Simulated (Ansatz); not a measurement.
Runs of Ansatz 0.2.0 on FeO. It takes space group R-3m (No. 166, trigonal). Conventional cell: a = 3.035 Å, b = 3.035 Å, c = 7.547 Å, α = 90.00°, β = 90.00°, γ = 120.00°. Fe (site symmetry -3m) is surrounded by 6 O at 2.16 Å. Around O (site symmetry -3m) lie 6 Fe at 2.16 Å. 

```csv
task,level,spin,U,hubbard projectors,double counting,gap on the mesh (eV),pressure (GPa),moment (μB)
single point,PBE,"collinear, ferromagnetic start",-,-,-,none,-0.6,4.00
projected density of states,LDA+U,"collinear, ferromagnetic start",Fe d U = 8 eV,ortho-atomic (the default),fll (the default),1.40,2.0,4.00
projected density of states,LDA+U,"collinear, ferromagnetic start",Fe d U = 2 eV,ortho-atomic (the default),fll (the default),none,(b),4.00
projected density of states,LDA+U,"collinear, ferromagnetic start",Fe d U = 6 eV,ortho-atomic (the default),fll (the default),1.23,(a),4.00
single point,PBE,"collinear, random start",-,-,-,none,-0.6,4.00
```

Alike in all rows: potentials or basis Ansatz PAW; cell as given; k mesh 11 × 11 × 11; cutoff (eV) 420; smearing fermi-dirac 0.05 eV.

Question: Fill in the values left out.

Answer: (a) -1.1; (b) -10.9.

Caveats: a cell with one magnetic atom can't hold antiferromagnetic order, which such compounds often take; the magnetic or orbital state may not be the lowest (some runs); the PAW data sets come from PBE, with cores solved anew for the run's functional, which leaves a small shift of forces and pressure (some runs); the density of states is complete only up to the lowest level of the last band computed (some runs); semilocal functionals often make such compounds metallic where correlation or magnetic order opens a gap, which also shifts bond lengths (some runs); odd divisions of the mesh miss points on the zone boundary, where band edges often lie, so the gap on the mesh can be too wide (some runs).

A k mesh can miss the band edges.

A gap of «none» marks a metal or a gap under the smearing width.
